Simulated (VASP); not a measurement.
# NiO in VASP: the effect of starting spin order

Crystal: NiO.

```
CELL_PARAMETERS angstrom
0.00000 2.50462 2.50462
2.50462 0.00000 2.50462
2.50462 2.50462 0.00000
ATOMIC_POSITIONS crystal
Ni 0.00000 0.00000 0.00000
Ni 0.50000 0.50000 0.50000
O 0.25000 0.25000 0.25000
O 0.75000 0.75000 0.75000
```

Measurements of this composition are mostly on another form, of space group No. 225.

Alike in all runs:

- Program: VASP 6.6.1
- Task: single point
- Functional: LDA
- Potentials or basis: VASP PAW LDA potentials, release 64 (Ni, O)
- Cutoff: 520 eV
- k mesh: 7 × 7 × 7
- Occupations: fermi-dirac, width 0.05 eV
- Hubbard terms: Ni d U = 6 eV

| starting spin order | energy over the lowest run (meV/atom) | pressure (GPa) | final net moment (μB) | final largest site moment (μB) |
| --- | --- | --- | --- | --- |
| ferromagnetic start, larger moments | 11.3 | -1.8 | 4.00 | 1.50 |
| antiferromagnetic start, larger moments | 0.0 | -4.2 | 0.00 | 1.36 |
| non-magnetic | ? | ? | ? | ? |
| ferromagnetic | 11.3 | -1.9 | 4.00 | 1.50 |
| antiferromagnetic | 0.0 | -4.2 | 0.00 | 1.36 |
| ferrimagnetic | 0.0 | -4.3 | 0.00 | 1.36 |
| random collinear | 0.0 | -4.2 | 0.00 | 1.36 |

Task: What does the run with starting spin order non-magnetic give?

Result: Energy over the lowest run 272.6 meV/atom; pressure -15.6 GPa; final net moment 0.00 μB; final largest site moment 0.00 μB.

Caveats: U without spin polarisation on a metal has little footing (some runs).
